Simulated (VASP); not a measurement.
**RbCl in VASP: one cell, several levels of theory**

What does VASP give for RbCl (rocksalt), under -1.5 % strain along [111] alone, the cell held fixed? Runs: PBE, r2SCAN.

Program: VASP 6.6.1. PAW datasets, plane waves. Spin-unpolarised throughout; all numbers are computed.

## (1) The system as given

The cell comes from an earlier relaxation with r2SCAN in another program, then strained, with the atoms relaxed again.

Space group R-3m (No. 166), trigonal; conventional cell a = 4.675 Å, c = 11.280 Å, 35.59 Å³ an atom. Rb has 6 Cl at 3.29 Å; Cl has 6 Rb at 3.29 Å.

As a file:

```
CELL_PARAMETERS angstrom
-0.03306 3.27275 3.27275
3.27275 -0.03306 3.27275
3.27275 3.27275 -0.03306
ATOMIC_POSITIONS crystal
Rb 0.00000 0.00000 0.00000
Cl 0.50000 0.50000 0.50000
```

## (2) Single point with PBE

Contents of INCAR:

```
ENCUT = 520.000000
SIGMA = 0.020000
EDIFF = 1.00e-07
GGA = PE
PREC = Accurate
IBRION = -1
ISIF = 2
ISMEAR = -1
NBANDS = 15
NELM = 120
NSW = 0
LASPH = .TRUE.
LCHARG = .FALSE.
LWAVE = .FALSE.
LREAL = .FALSE.
```

Contents of KPOINTS:

```
KPOINTS created by Atomic Simulation Environment
0
Gamma
6 6 6
0 0 0
```

Contents of KPOINTS_OPT:

```
special points
6
Reciprocal
0.0000000000 0.0000000000 0.0000000000 1
0.5000000000 0.0000000000 0.5000000000 1
0.6250000000 0.2500000000 0.6250000000 1
0.3750000000 0.3750000000 0.7500000000 1
0.5000000000 0.5000000000 0.5000000000 1
0.5000000000 0.2500000000 0.7500000000 1
```

Contents of POSCAR:

```
Rb Cl
 1.0000000000000000
    -0.0330581282000000    3.2727546904000002    3.2727546904000002
     3.2727546904000002   -0.0330581282000000    3.2727546904000002
     3.2727546904000002    3.2727546904000002   -0.0330581282000000
 Rb  Cl
   1   1
Cartesian
  0.0000000000000000  0.0000000000000000  0.0000000000000000
  3.2562256263000000  3.2562256263000000  3.2562256263000000
```

The run uses the recommended PBE PAW datasets (16 valence electrons a neutral cell).

Command:

```
$ mpirun -np 1 vasp_std
```

## (3) Single point with r2SCAN

Contents of INCAR:

```
ENCUT = 520.000000
SIGMA = 0.010000
EDIFF = 1.00e-07
ALGO = Normal
METAGGA = R2SCAN
PREC = Accurate
IBRION = -1
ISIF = 2
ISMEAR = 0
NBANDS = 15
NELM = 120
NSW = 0
LASPH = .TRUE.
LCHARG = .FALSE.
LWAVE = .FALSE.
LREAL = .FALSE.
```

KPOINTS is that of step 2.

KPOINTS_OPT is that of step 2.

POSCAR is that of step 2.

What does the calculation give? Wanted: for each run, gap; pressure.

The runs gave:

| level | gap (eV) | pressure (GPa) |
| --- | --- | --- |
| PBE | 4.99 | 0.89 |
| r2SCAN | 5.59 | 0.28 |

What this shows: The gap runs from 4.99 eV (PBE) to 5.59 eV (r2SCAN). At this one volume the pressure spans 0.3 GPa (r2SCAN) to 0.9 GPa (PBE): PBE wants the largest cell and r2SCAN the smallest.
